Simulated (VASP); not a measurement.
# SrVO3 (Pm-3m) in VASP: a series of runs, part 2 of 2

VASP 6.6.1. Earlier steps stand in the parts before.

## 3. Single point, PBEsol+U, collinear spin, twin_end start

INCAR

```
PREC = Accurate
ENCUT = 520
EDIFF = 1E-6
ISMEAR = 0
SIGMA = 0.05
LREAL = F
LASPH = T
NELM = 150
ALGO = Fast
ISIF = 2
LWAVE = F
LCHARG = F
ISPIN = 2
MAGMOM = 0 0.92 -0.06 0 0
LORBIT = 11
LMAXMIX = 4
LDAU = T
LDAUTYPE = 2
LDAUL = -1 2 -1
LDAUU = 0 8 0
LDAUJ = 0 0 0
LDAUPRINT = 1
GGA = PS
NBANDS = 32
```

KPOINTS

```
Automatic mesh
0
Gamma
  5 5 5
```

POSCAR

```
SrVO3
1.0
    3.8408994000      0.0000000000      0.0000000000
    0.0000000000      3.8408994000      0.0000000000
    0.0000000000      0.0000000000      3.8408994000
Sr V O
1 1 3
Direct
    0.5000000000      0.5000000000      0.5000000000
    0.0000000000      0.0000000000      0.0000000000
    0.5000000000      0.0000000000      0.0000000000
    0.0000000000      0.5000000000      0.0000000000
    0.0000000000      0.0000000000      0.5000000000
```

Potentials or basis: VASP PAW PBE potentials, release 64 (Sr_sv, V_sv, O).

Launch:

```bash
$ cat potpaw_PBE.64/Sr_sv/POTCAR potpaw_PBE.64/V_sv/POTCAR potpaw_PBE.64/O/POTCAR > POTCAR
$ mpirun -np 1 vasp_std > vasp.out
```

OUTCAR:

```text
PREC = Accurate
   ENCUT = 520
   EDIFF = 1E-6
   ISMEAR = 0
   LREAL = F
   LASPH = T
   NELM = 150
   ISIF = 2
   ISPIN = 2
   LORBIT = 11
   GGA = PS

 ion  position               nearest neighbor table
   1  0.500  0.500  0.500-   3 2.72   4 2.72   5 2.72   3 2.72   4 2.72   3 2.72   5 2.72   3 2.72
                             4 2.72   5 2.72   4 2.72   5 2.72   2 3.33   2 3.33   2 3.33   2 3.33
   2  0.000  0.000  0.000-   3 1.92   4 1.92   5 1.92   5 1.92   4 1.92   3 1.92   1 3.33   1 3.33
                             1 3.33   1 3.33   1 3.33   1 3.33   1 3.33   1 3.33
   3  0.500  0.000  0.000-   2 1.92   2 1.92   1 2.72   1 2.72   1 2.72   1 2.72
   4  0.000  0.500  0.000-   2 1.92   2 1.92   1 2.72   1 2.72   1 2.72   1 2.72
   5  0.000  0.000  0.500-   2 1.92   2 1.92   1 2.72   1 2.72   1 2.72   1 2.72

  LATTYP: Found a simple cubic cell.
 ALAT       =     3.8408994000

  Lattice vectors:

 A1 = (   3.8408994000,   0.0000000000,   0.0000000000)
 A2 = (   0.0000000000,   3.8408994000,   0.0000000000)
 A3 = (   0.0000000000,   0.0000000000,   3.8408994000)

Analysis of symmetry for initial positions (statically):
=====================================================================
 Subroutine PRICEL returns:
 Original cell was already a primitive cell.

 Routine SETGRP: Setting up the symmetry group for a
 simple cubic supercell.

 Subroutine GETGRP returns: Found 48 space group operations
 (whereof 48 operations were pure point group operations)
 out of a pool of 48 trial point group operations.

The static configuration has the point symmetry O_h .

Analysis of symmetry for dynamics (positions and initial velocities):
=====================================================================
 Subroutine PRICEL returns:
 Original cell was already a primitive cell.

 Routine SETGRP: Setting up the symmetry group for a
 simple cubic supercell.

 Subroutine GETGRP returns: Found 48 space group operations
 (whereof 48 operations were pure point group operations)
 out of a pool of 48 trial point group operations.

The dynamic configuration has the point symmetry O_h .

Analysis of structural, dynamic, and magnetic symmetry:
=====================================================================
 Subroutine PRICEL returns:
 Original cell was already a primitive cell.

 Routine SETGRP: Setting up the symmetry group for a
 simple cubic supercell.

 Subroutine GETGRP returns: Found 16 space group operations
 (whereof 16 operations were pure point group operations)
 out of a pool of 48 trial point group operations.

The overall configuration has the point symmetry D_4h.

 Subroutine INISYM returns: Found 16 space group operations
 (whereof 16 operations are pure point group operations),
 and found     1 'primitive' translations

[... 150 lines left out ...]

  0.0757 -0.0000  0.0000 -0.0000 -0.0000
 -0.0000  0.0745 -0.0000 -0.0000 -0.0000
  0.0000 -0.0000  0.2604 -0.0000 -0.0004
 -0.0000 -0.0000 -0.0000  0.0757 -0.0000
 -0.0000 -0.0000 -0.0004 -0.0000  0.2608

 occupancies and eigenvectors

  o =  0.0745  v =  0.0000  0.0000  0.0000  0.0000  0.0000  0.0000 -1.0000  0.0000 -0.0000  0.0000      0.0000  0.0000  0.0000  0.0000  0.0000  0.0000  0.0000  0.0000  0.0000  0.0000
  o =  0.0757  v =  0.0000  0.0000  0.0000  0.0000  0.0000  0.0000 -0.0000  0.0000  1.0000  0.0000      0.0000  0.0000  0.0000  0.0000  0.0000  0.0000  0.0000  0.0000  0.0000  0.0000
  o =  0.0757  v =  0.0000  0.0000  0.0000  0.0000  0.0000  1.0000  0.0000  0.0000  0.0000  0.0000      0.0000  0.0000  0.0000  0.0000  0.0000  0.0000  0.0000  0.0000  0.0000  0.0000
  o =  0.2601  v =  0.0000  0.0000  0.0000  0.0000  0.0000  0.0000  0.0000  0.8660 -0.0000  0.5000      0.0000  0.0000  0.0000  0.0000  0.0000  0.0000  0.0000  0.0000  0.0000  0.0000
  o =  0.2611  v =  0.0000  0.0000  0.0000  0.0000  0.0000  0.0000 -0.0000 -0.5000  0.0000  0.8660      0.0000  0.0000  0.0000  0.0000  0.0000  0.0000  0.0000  0.0000  0.0000  0.0000
  o =  0.2985  v =  0.0000  0.0000  0.8660 -0.0000  0.5000  0.0000  0.0000  0.0000  0.0000  0.0000      0.0000  0.0000  0.0000  0.0000  0.0000  0.0000  0.0000  0.0000  0.0000  0.0000
  o =  0.3004  v =  0.0000  0.0000  0.5000 -0.0000 -0.8660  0.0000  0.0000  0.0000  0.0000  0.0000      0.0000  0.0000  0.0000  0.0000  0.0000  0.0000  0.0000  0.0000  0.0000  0.0000
  o =  0.4692  v =  0.0000  0.0000 -0.0000 -1.0000  0.0000  0.0000  0.0000  0.0000  0.0000  0.0000      0.0000  0.0000  0.0000  0.0000  0.0000  0.0000  0.0000  0.0000  0.0000  0.0000
  o =  0.4692  v =  1.0000  0.0000  0.0000  0.0000  0.0000  0.0000  0.0000  0.0000  0.0000  0.0000      0.0000  0.0000  0.0000  0.0000  0.0000  0.0000  0.0000  0.0000  0.0000  0.0000
  o =  0.5149  v =  0.0000  1.0000 -0.0000  0.0000  0.0000  0.0000  0.0000  0.0000  0.0000  0.0000      0.0000  0.0000  0.0000  0.0000  0.0000  0.0000  0.0000  0.0000  0.0000  0.0000

 number of electron      41.0000017 magnetization       1.0000246

 Free energy of the ion-electron system (eV)
  ---------------------------------------------------
  ext. energy  EPLUGINS =         0.00000000
  ---------------------------------------------------
  free energy    TOTEN  =       -33.83828912 eV

  energy without entropy =      -33.83570528  energy(sigma->0) =      -33.83699720

 E-fermi :   5.5009     XC(G=0): -11.8405

 val. band max:        5.4993162328   @ k =   0.2000   0.4000   0.2000
 cond. band min:       5.8396483869   @ k =   0.4000   0.4000   0.0000
 fundamental gap:      0.3403321542
 Fermi energy:         5.5009273064

 spin component 1

 k-point     1 :       0.0000    0.0000    0.0000
  band No.  band energies     occupation
      1     -61.0117      1.00000
      2     -34.9358      1.00000
      3     -34.9094      1.00000
      4     -34.9094      1.00000
      5     -28.1058      1.00000
      6     -13.3552      1.00000
[... 619 lines left out ...]
     31      15.2399      0.00000
     32      18.6415      0.00000
 Fermi energy:         5.5009273064

 spin component 2

 k-point     1 :       0.0000    0.0000    0.0000
  band No.  band energies     occupation
      1     -59.6664      1.00000
      2     -33.6371      1.00000
      3     -33.5655      1.00000
      4     -33.5655      1.00000
      5     -28.1103      1.00000
      6     -13.4770      1.00000
[... 619 lines left out ...]
     31      15.2796      0.00000
     32      18.6178      0.00000

------------------------ aborting loop because EDIFF is reached ----------------------------------------

  FORCE on cell =-STRESS in cart. coord.  units (eV):
  Direction    XX          YY          ZZ          XY          YZ          ZX
  --------------------------------------------------------------------------------------
  -------------------------------------------------------------------------------------
  Total        2.3524547      2.4172811      2.4172811      0.0000000     -0.0000000     -0.0000000
  in kB       66.5170608     68.3500661     68.3500661      0.0000000     -0.0000000     -0.0000000
  external PRESSURE =      67.7390643 kB  Pullay stress =       0.0000000 kB

 VOLUME and BASIS-vectors are now :
 -----------------------------------------------------------------------------
  energy-cutoff  :      520.00
  volume of cell :       56.66
      direct lattice vectors                 reciprocal lattice vectors
     3.840899400  0.000000000  0.000000000     0.260355686  0.000000000  0.000000000
     0.000000000  3.840899400  0.000000000     0.000000000  0.260355686  0.000000000
     0.000000000  0.000000000  3.840899400     0.000000000  0.000000000  0.260355686

 POSITION                                       TOTAL-FORCE (eV/Angst)
 -----------------------------------------------------------------------------------
      1.92045      1.92045      1.92045         0.000000      0.000000      0.000000
      0.00000      0.00000      0.00000         0.000000      0.000000      0.000000
      1.92045      0.00000      0.00000         0.000000      0.000000      0.000000
      0.00000      1.92045      0.00000         0.000000      0.000000      0.000000
      0.00000      0.00000      1.92045         0.000000      0.000000      0.000000
 -----------------------------------------------------------------------------------
    total drift:                                0.000000     -0.000000      0.000000

  FREE ENERGIE OF THE ION-ELECTRON SYSTEM (eV)
  ---------------------------------------------------
  free  energy   TOTEN  =       -33.8382891238 eV

  energy  without entropy=      -33.8357052815  energy(sigma->0) =      -33.83699720

 total charge

# of ion       s       p       d       tot
------------------------------------------
    1        1.999   5.767   0.226   7.993
    2        2.305   6.379   2.765  11.449
    3        1.558   3.493   0.000   5.051
    4        1.559   3.492   0.000   5.050
    5        1.559   3.492   0.000   5.050
--------------------------------------------------
tot          8.980  22.622   2.992  34.594

 magnetization (x)

# of ion       s       p       d       tot
------------------------------------------
    1       -0.001  -0.004   0.000  -0.004
    2        0.011   0.014   1.300   1.325
    3       -0.003  -0.110   0.000  -0.113
    4       -0.004  -0.113   0.000  -0.116
    5       -0.004  -0.113   0.000  -0.116
--------------------------------------------------
tot         -0.000  -0.325   1.301   0.976
```

Wall time 2.2 min (1 thread of AMD EPYC 7R43 (Zen 3), shared host); peak memory 0.18 GiB.

What came out:

```yaml
Free_energy: -33.8383 eV
Pressure: 6.8 GPa
Band_gap_on_the_k_mesh: none (metal or under the smearing width)
Net_moment: 1.00 μB per cell
Site_moments: Sr -0.00; V +1.32; O -0.11, -0.12 μB
Valence_electrons_inside_the_program's_atomic_spheres: Sr 7.99; V 11.45; O 5.05
```

Eigenvalues of the final occupation matrices:
```tsv
site	spin	trace	eigenvalues
site 2 d	1	2.05	0.30 0.30 0.47 0.47 0.51
site 2 d	2	0.75	0.07 0.08 0.08 0.26 0.26
```

Caveat: the PAW data sets were made with another functional, which shifts forces and pressure a little.
